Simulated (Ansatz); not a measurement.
MgS (Niningerite): dielectric tensor with PBE

The system is MgS (Niningerite).

```
S Mg
1.0
     0.00000    2.60165    2.60165
     2.60165    0.00000    2.60165
     2.60165    2.60165    0.00000
S Mg
1 1
Direct
  0.50000 0.50000 0.50000
  0.00000 0.00000 0.00000
```

```json
{"Program": "Ansatz 0.2.0", "Task": "dielectric tensor", "Functional": "PBE", "Potentials or basis": "all-electron PAW datasets made for the crystal", "Cutoff": "220 eV (chosen from the basis error)", "k mesh": "9 × 9 × 9", "Occupations": "fixed", "Spin": "no spin polarisation"}
```

| Property | Result |
| --- | --- |
| Band gap on the k mesh | 2.92 eV, indirect (least direct gap 3.72 eV) |
| Electronic dielectric tensor (diagonal) | 5.42 |
| Born charges (mean of the diagonal) | S -2.33; Mg +2.33 e |

Levels at points of the mesh, in eV from the valence-band top:
```tsv
k point	band 1	band 2	band 3	band 4	band 5	band 6	band 7	band 8
(0.00, 0.00, 0.00)	-12.66	0.00	0.00	0.00	3.72	7.92	7.92	7.92
```

Electronic dielectric tensor:
```
5.42 0.00 0.00
0.00 5.42 0.00
0.00 0.00 5.42
```

Born effective charge tensors (e):
atom 1, S
```
-2.33  0.00  0.00
 0.00 -2.33  0.00
 0.00  0.00 -2.33
```
atom 2, Mg
```
2.33 0.00 0.00
0.00 2.33 0.00
0.00 0.00 2.33
```

Wall time 16 s on 1 thread of Arm Neoverse V2 (shared host), peak memory 0.55 GiB.

Caveat: an odd mesh through Γ misses points on the zone boundary, where band edges often lie.
